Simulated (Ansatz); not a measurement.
# AgI, carrier doping

The parent structure is AgI in the zinc blende structure (space group F-43m, No. 216).

```cif
data_Ag4I4
_chemical_formula_sum 'Ag4 I4'
_space_group_name_H-M_alt 'F-43m'
_space_group_IT_number 216
_space_group_name_Hall 'F -4 2 3'
_cell_length_a 6.44977
_cell_length_b 6.44977
_cell_length_c 6.44977
_cell_angle_alpha 90.000
_cell_angle_beta 90.000
_cell_angle_gamma 90.000
loop_
_atom_site_label
_atom_site_type_symbol
_atom_site_symmetry_multiplicity
_atom_site_Wyckoff_symbol
_atom_site_fract_x
_atom_site_fract_y
_atom_site_fract_z
_atom_site_occupancy
Ag1 Ag 4 a 0.00000 0.00000 0.00000 1
I1 I 4 d 0.75000 0.75000 0.75000 1
```
(The calculation used a cell of 2 atoms; values per cell refer to that cell.)

Carriers are added at fixed cell with a uniform background; the Fermi–Dirac width is that of 300 K.

Method: Kohn–Sham DFT with the PBEsol functional, run in Ansatz (an electronic-structure program) with PAW and 420 eV plane waves, no spin-orbit coupling.

Notes on the quantities. Fermi level from band edge: Fermi level relative to the doped band's edge (positive inside the band; to 0.05 eV).

```tsv
change	gap between the host's bands	Fermi level from band edge
undoped	1.20 eV	–
electrons 5.0×10^20 cm⁻³	1.18 eV	+0.85 eV
electrons 1.0×10^21 cm⁻³	___	___
electrons 1.5×10^21 cm⁻³	1.15 eV	+1.30 eV
electrons 5.0×10^21 cm⁻³	1.05 eV	+1.80 eV
holes 5.0×10^20 cm⁻³	1.22 eV	+0.10 eV
holes 1.0×10^21 cm⁻³	1.25 eV	+0.15 eV
holes 1.5×10^21 cm⁻³	1.27 eV	+0.20 eV
holes 5.0×10^21 cm⁻³	1.44 eV	+0.45 eV
```

Q: Complete the table.

A: 
- electrons 1.0×10^21 cm⁻³, gap between the host's bands: 1.16 eV
- electrons 1.0×10^21 cm⁻³, Fermi level from band edge: +1.10 eV

Carriers are added with a uniform compensating background; total energy and stress of such cells depend on the potential's zero and are not compared; many-body gap narrowing is missing at this level. With I present, leaving out spin-orbit coupling can change the band edges. Whether these cells are dynamically stable was not tested.
